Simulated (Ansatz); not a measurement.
# 5 guesses for B₃As₂ and where they end

Method: DFT PBE, scalar-relativistic, plane waves, PAW (Ansatz). All cells share a 420 eV cutoff and Γ-centred k meshes spaced at most about 0.3 Å⁻¹ (about 0.25 or finer for metals, 2π included). No spin polarisation in the final relaxations.

Each guess was relaxed in cell and atoms at zero pressure, within the symmetry of its start. These are static total energies at zero pressure. Coordination counts As atoms around B (those within 1.25 times the shortest such distance or 1.15 times the sum of covalent radii, 1.27 where that leaves under three; a plus sign parts nearer from farther groups; the shortest distance is added where it exceeds 1.18 times the sum of covalent radii; a slash parts the counts of unlike sites).

```
guess    made from  start group  V start (Å³/atom)  end group  V end (Å³/atom)       coordination at the end  gap on mesh (eV)  E over the lowest end (meV/atom)
    1  Al3Pd2 type        P-3m1               14.7      P-3m1             11.9                         B 1/6                 0                               261
    2  Cu3Te2 type         P4mm               12.9       P4mm             12.8                       B 4/2+4                 0                               868
    3  random cell         Cmmm               17.3          ?                ?                             ?                 ?                                 ?
    4  random cell       P6/mmm               15.5     P6/mmm             17.2  B 6 from 2.8 Å/12 from 3.5 Å                 0                               609
    5  random cell         Cmmm               16.5       Cmmm             14.6              B 2/8 from 3.1 Å                 0                                 0
```

Guess 3 as it starts:

```
B As
1.0
     3.29344   -3.59941    0.00000
     3.29344    3.59941    0.00000
     0.00000    0.00000    3.64910
B As
3 2
Direct
  0.89771 0.89771 0.00000
  0.10229 0.10229 0.00000
  0.50000 0.50000 0.50000
  0.00000 0.50000 0.00000
  0.50000 0.00000 0.00000
```

Task: Predict the end of this guess and its energy over the lowest end.

Result: It ends in space group Cmmm (No. 65), with a = 6.657 Å, b = 7.734 Å, c = 2.608 Å, 13.4 Å³/atom and no gap. It lies 0.95 eV/atom over the lowest end, above guess 2 and so the highest of the set. Counting As atoms around B, this end has B 2/8 from 2.9 Å and the lowest (guess 5) has B 2/8 from 3.1 Å. This end holds B–B pairs (shortest 1.58 Å) and As–As chains (shortest 2.61 Å); the lowest (guess 5) holds B–B chains (shortest 1.68 Å).

```xyz
5
Lattice="3.3287 -3.8671 0.0000 3.3287 3.8671 0.0000 0.0000 0.0000 2.6084" Properties=species:S:1:pos:R:3 pbc="T T T"
B     3.3287    3.0760    0.0000
B     3.3287   -3.0760    0.0000
B     3.3287    0.0000    1.3042
As    1.6643   -1.9336    0.0000
As    1.6643    1.9336    0.0000
```

Energies over the elements count from the elements' standard structures at the same level, with no fitted energy shifts.

Task: Is the lowest end bound against the elements?

Result: No: its formation energy is +0.36 eV/atom. A positive value: parting into the elements would lower its energy.

Weakly bound directions are ill-defined at this level, which has no dispersion term (Cmmm at 14.6 Å³/atom), and this can change margins and order among such cells. In Cmmm at 14.6 Å³/atom, P-3m1, P6/mmm, P4mm, Cmmm at 13.4 Å³/atom an odd number of electrons in the primitive cell allows no gap without spin; a larger cell or a magnetic state could open one. A magnetic state wasn't ruled out in cells without spin, among them Cmmm at 14.6 Å³/atom, P-3m1, P6/mmm, P4mm, Cmmm at 13.4 Å³/atom. The reference form of As is held partly by dispersion forces, which this level lacks. Cells relaxed within their symmetry can be saddle points. A lower structure may well exist outside this small set. Some structure types and database cells were kept out of the candidates from the start, so a known form may be missing.
